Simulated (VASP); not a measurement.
# ZnH (F-43m) in VASP: a series of runs, part 2 of 2

VASP 6.6.1. The steps go on from the part before.

### 4 Band structure, RPBE

Input file INCAR:

```
SYSTEM = ZnH
  PREC = Accurate
  ENCUT = 520
  EDIFF = 1E-6
  ISMEAR = -1
  SIGMA = 0.05
  LREAL = .FALSE.
  LASPH = .TRUE.
  NELM = 100
  ALGO = Normal
  ISIF = 2
  LWAVE = .FALSE.
  LCHARG = .FALSE.
  GGA = RP
  NBANDS = 14
```

Input file KPOINTS:

```
regular mesh
0
G
  10 10 10
  0 0 0
```

Input file POSCAR:

```
ZnH
1.0
    0.0000000000      2.2159400000      2.2159400000
    2.2159400000      0.0000000000      2.2159400000
    2.2159400000      2.2159400000      0.0000000000
Zn H
1 1
Direct
    0.0000000000      0.0000000000      0.0000000000
    0.2500000000      0.2500000000      0.2500000000
```

Input file KPOINTS_OPT:

```
path GXWKGLUWLK,UX
20
line-mode
reciprocal
 0.0000000000  0.0000000000  0.0000000000  G
 0.5000000000  0.0000000000  0.5000000000  X

 0.5000000000  0.0000000000  0.5000000000  X
 0.5000000000  0.2500000000  0.7500000000  W

 0.5000000000  0.2500000000  0.7500000000  W
 0.3750000000  0.3750000000  0.7500000000  K

 0.3750000000  0.3750000000  0.7500000000  K
 0.0000000000  0.0000000000  0.0000000000  G

 0.0000000000  0.0000000000  0.0000000000  G
 0.5000000000  0.5000000000  0.5000000000  L

 0.5000000000  0.5000000000  0.5000000000  L
 0.6250000000  0.2500000000  0.6250000000  U

 0.6250000000  0.2500000000  0.6250000000  U
 0.5000000000  0.2500000000  0.7500000000  W

 0.5000000000  0.2500000000  0.7500000000  W
 0.5000000000  0.5000000000  0.5000000000  L

 0.5000000000  0.5000000000  0.5000000000  L
 0.3750000000  0.3750000000  0.7500000000  K

 0.6250000000  0.2500000000  0.6250000000  U
 0.5000000000  0.0000000000  0.5000000000  X
```

Potentials or basis: VASP PAW PBE potentials, release 64 (Zn, H).

On the command line:

```sh
> cat potpaw_PBE.64/Zn/POTCAR potpaw_PBE.64/H/POTCAR > POTCAR
> mpirun -np 1 vasp_std > vasp.out
```

OUTCAR:

```text
SYSTEM = ZnH
   PREC = Accurate
   ENCUT = 520
   EDIFF = 1E-6
   ISMEAR = -1
   LREAL = .FALSE.
   LASPH = .TRUE.
   NELM = 100
   ISIF = 2
   GGA = RP

 ion  position               nearest neighbor table
   1  0.000  0.000  0.000-   2 1.92   2 1.92   2 1.92   2 1.92
   2  0.250  0.250  0.250-   1 1.92   1 1.92   1 1.92   1 1.92

  LATTYP: Found a face centered cubic cell.
 ALAT       =     4.4318800000

  Lattice vectors:

 A1 = (   0.0000000000,   2.2159400000,   2.2159400000)
 A2 = (   2.2159400000,   0.0000000000,   2.2159400000)
 A3 = (   2.2159400000,   2.2159400000,   0.0000000000)

Analysis of symmetry for initial positions (statically):
=====================================================================
 Subroutine PRICEL returns:
 Original cell was already a primitive cell.

 Routine SETGRP: Setting up the symmetry group for a
 face centered cubic supercell.

 Subroutine GETGRP returns: Found 24 space group operations
 (whereof 24 operations were pure point group operations)
 out of a pool of 48 trial point group operations.

The static configuration has the point symmetry T_d .

Analysis of symmetry for dynamics (positions and initial velocities):
=====================================================================
 Subroutine PRICEL returns:
 Original cell was already a primitive cell.

 Routine SETGRP: Setting up the symmetry group for a
 face centered cubic supercell.

 Subroutine GETGRP returns: Found 24 space group operations
 (whereof 24 operations were pure point group operations)
 out of a pool of 48 trial point group operations.

The dynamic configuration has the point symmetry T_d .

 Subroutine INISYM returns: Found 24 space group operations
 (whereof 24 operations are pure point group operations),
 and found     1 'primitive' translations

----------------------------------------------------------------------------------------

                                     Primitive cell

  volume of cell :      21.7623
[... 118 lines left out ...]
   LEPSILON=     F    determine dielectric tensor
   LRPA    =     F    only Hartree local field effects (RPA)
 non-spin polarized calculation
  energy-cutoff  :      520.00
  volume of cell :       21.76
 maximum number of plane-waves:       600
   NGX = 11   NGY = 11   NGZ = 11

 number of electron      12.9999989 magnetization

 Free energy of the ion-electron system (eV)
  ---------------------------------------------------
  ext. energy  EPLUGINS =         0.00000000
  ---------------------------------------------------
  free energy    TOTEN  =        -3.17749491 eV

  energy without entropy =       -3.16963480  energy(sigma->0) =       -3.17356485

 E-fermi :   2.2384     XC(G=0): -10.3192

 val. band max:        2.1637931883   @ k =   0.5000   0.4000   0.0000
 cond. band min:       2.2610683084   @ k =  -0.4000   0.4000   0.2000
 fundamental gap:      0.0972751201
 Fermi energy:         2.2383571622

 k-point     1 :       0.0000    0.0000    0.0000
  band No.  band energies     occupation
      1      -8.5750      2.00000
      2      -5.3035      2.00000
      3      -5.3035      2.00000
      4      -5.3035      2.00000
      5      -5.0588      2.00000
      6      -5.0588      2.00000
      7       8.4098      0.00000
      8      15.1063      0.00000
      9      15.1064      0.00000
     10      15.1064      0.00000
     11      17.1174      0.00000
     12      17.1174      0.00000
     13      17.1174      0.00000
     14      21.4338      0.00000
[... 377 lines left out ...]
      1      -6.3195      2.00000
      2      -5.4689      2.00000
      3      -5.0814      2.00000
      4      -5.0268      2.00000
      5      -4.9259      2.00000
      6      -4.1660      2.00000
      7       3.9208      0.00000
      8       6.8373      0.00000
      9       8.6068      0.00000
     10       9.8242      0.00000
     11      13.3435      0.00000
     12      22.8027      0.00000
     13      24.9749      0.00000
     14      27.5658      0.00000

 [... further k-points ...]

------------------------ aborting loop because EDIFF is reached ----------------------------------------

  FORCE on cell =-STRESS in cart. coord.  units (eV):
  Direction    XX          YY          ZZ          XY          YZ          ZX
  --------------------------------------------------------------------------------------
  -------------------------------------------------------------------------------------
  Total        0.3247395      0.3247395      0.3247395      0.0000000      0.0000000      0.0000000
  in kB       23.9079138     23.9079138     23.9079138      0.0000000      0.0000000      0.0000000
  external PRESSURE =      23.9079138 kB  Pullay stress =       0.0000000 kB

 VOLUME and BASIS-vectors are now :
 -----------------------------------------------------------------------------
  energy-cutoff  :      520.00
  volume of cell :       21.76
      direct lattice vectors                 reciprocal lattice vectors
     0.000000000  2.215940000  2.215940000    -0.225637878  0.225637878  0.225637878
     2.215940000  0.000000000  2.215940000     0.225637878 -0.225637878  0.225637878
     2.215940000  2.215940000  0.000000000     0.225637878  0.225637878 -0.225637878

 POSITION                                       TOTAL-FORCE (eV/Angst)
 -----------------------------------------------------------------------------------
      0.00000      0.00000      0.00000         0.000000      0.000000      0.000000
      1.10797      1.10797      1.10797        -0.000000     -0.000000     -0.000000
 -----------------------------------------------------------------------------------
    total drift:                               -0.000000     -0.000000     -0.000000

  FREE ENERGIE OF THE ION-ELECTRON SYSTEM (eV)
  ---------------------------------------------------
  free  energy   TOTEN  =        -3.1774949052 eV

  energy  without entropy=       -3.1696347968  energy(sigma->0) =       -3.17356485
```

OSZICAR:

```text
N       E                     dE             d eps       ncg     rms          rms(c)
DAV:   1     0.502065399589E+02    0.50207E+02   -0.63731E+03  1332   0.124E+03
DAV:   2    -0.135507543904E+01   -0.51562E+02   -0.47798E+02  1430   0.218E+02
DAV:   3    -0.343157974057E+01   -0.20765E+01   -0.20722E+01  1520   0.415E+01
[... 35 lines left out ...]
DAV:   4    -0.273836685125E+04   -0.37029E+00     1568
DAV:   5    -0.273836721518E+04   -0.36393E-03     1592
DAV:   6    -0.273836721578E+04   -0.60144E-06     1138
       N       E                     dE             ncg
DAV:   1     0.193713718527E+05   -0.72105E+04      352
DAV:   2     0.187921027314E+05   -0.57927E+03      354
DAV:   3     0.187671565995E+05   -0.24946E+02      402
DAV:   4     0.187670812878E+05   -0.75312E-01      468
DAV:   5     0.187670812188E+05   -0.68947E-04      420
DAV:   6     0.187670812187E+05   -0.10870E-06      372
```

Run time: 11 s. Hardware: 1 thread of Intel Xeon 6975P-C (Granite Rapids), shared host; peak memory 0.15 GiB.

What came out:

* Free energy: -3.1775 eV
* Pressure: 2.4 GPa
* Band gap along the path: none (metal or under the smearing width)

Levels at the corners of the path, in eV from the Fermi level:
```
point  band 3  band 4  band 5  band 6  band 7  band 8  band 9  band 10  band 11  band 12
    Γ   -7.54   -7.54   -7.30   -7.30    6.17   12.87   12.87    12.87    14.88    14.88
    X   -7.15   -7.13   -7.13   -4.82   -0.55    5.32    5.36     5.36     9.27    23.46
    X   -7.15   -7.13   -7.13   -4.82   -0.55    5.32    5.36     5.36     9.27    23.46
    W   -7.51   -7.28   -7.13   -3.84    0.17    1.12    2.39    12.71    15.80    16.09
    W   -7.51   -7.28   -7.13   -3.84    0.17    1.12    2.39    12.71    15.80    16.09
    K   -7.40   -7.24   -7.18   -4.19   -0.38    0.84    6.46     7.72    14.85    19.70
    K   -7.40   -7.24   -7.18   -4.19   -0.38    0.84    6.46     7.72    14.85    19.70
    Γ   -7.54   -7.54   -7.30   -7.30    6.17   12.87   12.87    12.87    14.88    14.88
    Γ   -7.54   -7.54   -7.30   -7.30    6.17   12.87   12.87    12.87    14.88    14.88
    L   -7.52   -7.16   -7.16   -5.50   -2.74    8.11   10.12    10.12    14.07    14.07
    L   -7.52   -7.16   -7.16   -5.50   -2.74    8.11   10.12    10.12    14.07    14.07
    U   -7.40   -7.24   -7.18   -4.19   -0.38    0.84    6.46     7.72    14.85    19.70
    U   -7.40   -7.24   -7.18   -4.19   -0.38    0.84    6.46     7.72    14.85    19.70
    W   -7.51   -7.28   -7.13   -3.84    0.17    1.12    2.39    12.71    15.80    16.09
    W   -7.51   -7.28   -7.13   -3.84    0.17    1.12    2.39    12.71    15.80    16.09
    L   -7.52   -7.16   -7.16   -5.50   -2.74    8.11   10.12    10.12    14.07    14.07
    L   -7.52   -7.16   -7.16   -5.50   -2.74    8.11   10.12    10.12    14.07    14.07
    K   -7.40   -7.24   -7.18   -4.19   -0.38    0.84    6.46     7.72    14.85    19.70
    U   -7.40   -7.24   -7.18   -4.19   -0.38    0.84    6.46     7.72    14.85    19.70
    X   -7.15   -7.13   -7.13   -4.82   -0.55    5.32    5.36     5.36     9.27    23.46
```

Caveat: the PAW data sets were made with another functional, which shifts forces and pressure a little.

### 5 Band structure, revPBE

Changes to INCAR since step 4:

```diff
@@ -13,3 +13,3 @@
   LCHARG = .FALSE.
-  GGA = RP
+  GGA = RE
   NBANDS = 14
```

KPOINTS is that of step 4.

POSCAR is that of step 4.

KPOINTS_OPT is that of step 4.

On the command line:

```sh
> cat potpaw_PBE.64/Zn/POTCAR potpaw_PBE.64/H/POTCAR > POTCAR
> mpirun -np 1 vasp_std > vasp.out
```

Run time: 10 s. Hardware: 1 thread of Intel Xeon 6975P-C (Granite Rapids), shared host; peak memory 0.16 GiB.

Results (log left out):

```yaml
Free_energy: -3.2457 eV
Pressure: 1.8 GPa
Band_gap_along_the_path: none (metal or under the smearing width)
```

Levels at the corners of the path, in eV from the Fermi level:
```tsv
point	band 3	band 4	band 5	band 6	band 7	band 8	band 9	band 10	band 11	band 12
Γ	-7.54	-7.54	-7.29	-7.29	6.20	12.85	12.85	12.85	14.89	14.89
X	-7.15	-7.13	-7.13	-4.80	-0.56	5.34	5.36	5.36	9.27	23.47
X	-7.15	-7.13	-7.13	-4.80	-0.56	5.34	5.36	5.36	9.27	23.47
W	-7.50	-7.27	-7.13	-3.83	0.16	1.13	2.40	12.71	15.80	16.10
W	-7.50	-7.27	-7.13	-3.83	0.16	1.13	2.40	12.71	15.80	16.10
K	-7.39	-7.24	-7.18	-4.17	-0.39	0.84	6.46	7.73	14.85	19.71
K	-7.39	-7.24	-7.18	-4.17	-0.39	0.84	6.46	7.73	14.85	19.71
Γ	-7.54	-7.54	-7.29	-7.29	6.20	12.85	12.85	12.85	14.89	14.89
Γ	-7.54	-7.54	-7.29	-7.29	6.20	12.85	12.85	12.85	14.89	14.89
L	-7.51	-7.15	-7.15	-5.48	-2.74	8.12	10.12	10.12	14.08	14.08
L	-7.51	-7.15	-7.15	-5.48	-2.74	8.12	10.12	10.12	14.08	14.08
U	-7.39	-7.24	-7.18	-4.17	-0.39	0.84	6.46	7.73	14.85	19.71
U	-7.39	-7.24	-7.18	-4.17	-0.39	0.84	6.46	7.73	14.85	19.71
W	-7.50	-7.27	-7.13	-3.83	0.16	1.13	2.40	12.71	15.80	16.10
W	-7.50	-7.27	-7.13	-3.83	0.16	1.13	2.40	12.71	15.80	16.10
L	-7.51	-7.15	-7.15	-5.48	-2.74	8.12	10.12	10.12	14.08	14.08
L	-7.51	-7.15	-7.15	-5.48	-2.74	8.12	10.12	10.12	14.08	14.08
K	-7.39	-7.24	-7.18	-4.17	-0.39	0.84	6.46	7.73	14.85	19.71
U	-7.39	-7.24	-7.18	-4.17	-0.39	0.84	6.46	7.73	14.85	19.71
X	-7.15	-7.13	-7.13	-4.80	-0.56	5.34	5.36	5.36	9.27	23.47
```

Caveat: the PAW data sets were made with another functional, which shifts forces and pressure a little.

### 6 Band structure, BLYP

Changes to INCAR since step 5:

```diff
@@ -13,3 +13,7 @@
   LCHARG = .FALSE.
-  GGA = RE
+  GGA = B5
+  ALDAX = 1.0
+  AGGAX = 1.0
+  AGGAC = 1.0
+  ALDAC = 0.0
   NBANDS = 14
```

KPOINTS is that of step 5.

POSCAR is that of step 5.

KPOINTS_OPT is that of step 5.

Potentials or basis: VASP PAW PBE potentials, release 64 (Zn, H).

On the command line:

```sh
> cat potpaw_PBE.64/Zn/POTCAR potpaw_PBE.64/H/POTCAR > POTCAR
> mpirun -np 1 vasp_std > vasp.out
```

Wall time 14 s (1 thread of Intel Xeon 6975P-C (Granite Rapids), shared host); peak memory 0.16 GiB.

It converged, with:

* Free energy: -2.8073 eV
* Pressure: 5.3 GPa
* Band gap along the path: none (metal or under the smearing width)

Levels at the corners of the path, in eV from the Fermi level:
| point | band 3 | band 4 | band 5 | band 6 | band 7 | band 8 | band 9 | band 10 | band 11 | band 12 |
| --- | --- | --- | --- | --- | --- | --- | --- | --- | --- | --- |
| Γ | -7.61 | -7.61 | -7.37 | -7.37 | 6.17 | 12.72 | 12.72 | 12.72 | 15.16 | 15.16 |
| X | -7.22 | -7.21 | -7.21 | -4.77 | -0.57 | 5.46 | 5.46 | 5.55 | 9.65 | 23.47 |
| X | -7.22 | -7.21 | -7.21 | -4.77 | -0.57 | 5.46 | 5.46 | 5.55 | 9.65 | 23.47 |
| W | -7.57 | -7.35 | -7.21 | -3.85 | 0.04 | 1.34 | 2.73 | 12.67 | 16.01 | 16.42 |
| W | -7.57 | -7.35 | -7.21 | -3.85 | 0.04 | 1.34 | 2.73 | 12.67 | 16.01 | 16.42 |
| K | -7.46 | -7.31 | -7.26 | -4.18 | -0.42 | 1.09 | 6.54 | 7.98 | 15.01 | 19.85 |
| K | -7.46 | -7.31 | -7.26 | -4.18 | -0.42 | 1.09 | 6.54 | 7.98 | 15.01 | 19.85 |
| Γ | -7.61 | -7.61 | -7.37 | -7.37 | 6.17 | 12.72 | 12.72 | 12.72 | 15.16 | 15.16 |
| Γ | -7.61 | -7.61 | -7.37 | -7.37 | 6.17 | 12.72 | 12.72 | 12.72 | 15.16 | 15.16 |
| L | -7.58 | -7.23 | -7.23 | -5.47 | -2.61 | 8.14 | 10.05 | 10.05 | 14.41 | 14.41 |
| L | -7.58 | -7.23 | -7.23 | -5.47 | -2.61 | 8.14 | 10.05 | 10.05 | 14.41 | 14.41 |
| U | -7.46 | -7.31 | -7.26 | -4.18 | -0.42 | 1.09 | 6.54 | 7.98 | 15.01 | 19.85 |
| U | -7.46 | -7.31 | -7.26 | -4.18 | -0.42 | 1.09 | 6.54 | 7.98 | 15.01 | 19.85 |
| W | -7.57 | -7.35 | -7.21 | -3.85 | 0.04 | 1.34 | 2.73 | 12.67 | 16.01 | 16.42 |
| W | -7.57 | -7.35 | -7.21 | -3.85 | 0.04 | 1.34 | 2.73 | 12.67 | 16.01 | 16.42 |
| L | -7.58 | -7.23 | -7.23 | -5.47 | -2.61 | 8.14 | 10.05 | 10.05 | 14.41 | 14.41 |
| L | -7.58 | -7.23 | -7.23 | -5.47 | -2.61 | 8.14 | 10.05 | 10.05 | 14.41 | 14.41 |
| K | -7.46 | -7.31 | -7.26 | -4.18 | -0.42 | 1.09 | 6.54 | 7.98 | 15.01 | 19.85 |
| U | -7.46 | -7.31 | -7.26 | -4.18 | -0.42 | 1.09 | 6.54 | 7.98 | 15.01 | 19.85 |
| X | -7.22 | -7.21 | -7.21 | -4.77 | -0.57 | 5.46 | 5.46 | 5.55 | 9.65 | 23.47 |

Caveat: the PAW data sets were made with another functional, which shifts forces and pressure a little.

### 7 Overview

| level | pressure (GPa) |
| --- | --- |
| PBE | 0.3 |
| PBEsol | -3.1 |
| RPBE | 2.4 |
| revPBE | 1.8 |
| BLYP | 5.3 |

Alike in all rows: task band structure; potentials or basis VASP PAW PBE potentials, release 64 (Zn, H); no spin polarisation; cell as given; k mesh 10 × 10 × 10; cutoff (eV) 520; smearing fermi-dirac 0.05 eV.

The pressure there spans -3.1 GPa (PBEsol) to 5.3 GPa (BLYP); a positive pressure means that this level wants a larger cell, a negative one a smaller.

Caveats: the PAW data sets were made with another functional, which shifts forces and pressure a little (some runs).

Absolute energies hang on the potentials; compare differences alone.
